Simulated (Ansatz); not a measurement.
Runs of Ansatz 0.2.0 on Cs. It takes space group Im-3m (No. 229, cubic). The conventional cell has a = 6.257 Å, b = 6.257 Å, c = 6.257 Å, α = 90.00°, β = 90.00°, γ = 90.00°. 

```csv
level,cell,target pressure (GPa),gap on the mesh (eV),pressure (GPa),relaxed volume (Å³/atom)
PBEsol,relaxed to 2 GPa,2,none,2.0,-
PBEsol,relaxed to 20 GPa,20,none,20.0,-
PBEsol+D4,relaxed,-,none,0.0,(a)
PBEsol,relaxed to 5 GPa,5,none,5.0,-
PBEsol+D3(BJ)-ATM,relaxed,-,none,0.0,99.85
PBEsol+D3(BJ),relaxed,-,none,0.0,99.58
PBEsol,relaxed to 10 GPa,10,none,10.0,-
PBEsol,relaxed,-,none,0.0,109.25
```

Alike in all rows: task relaxation of cell and atoms; potentials or basis Ansatz PAW; no spin polarisation; k mesh 6 × 6 × 6; cutoff (eV) 420; smearing fermi-dirac 0.05 eV.

Q: Fill in the values left out.

A: (a) 107.29.

Caveats: the plane-wave basis is chosen anew once the cell has moved, so the energies of steps on either side of that aren't comparable; the PAW data sets come from PBE, with cores solved anew for the run's functional, which leaves a small shift of forces and pressure; the volume moved by over 15 % at a fixed basis, so the end points are rough (some runs); pairwise dispersion overbinds metals, which lowers pressure and volume (some runs).

A k mesh can miss the band edges, and the runs leave out spin-orbit coupling on Cs.

A gap of «none» marks a metal or a gap under the smearing width.
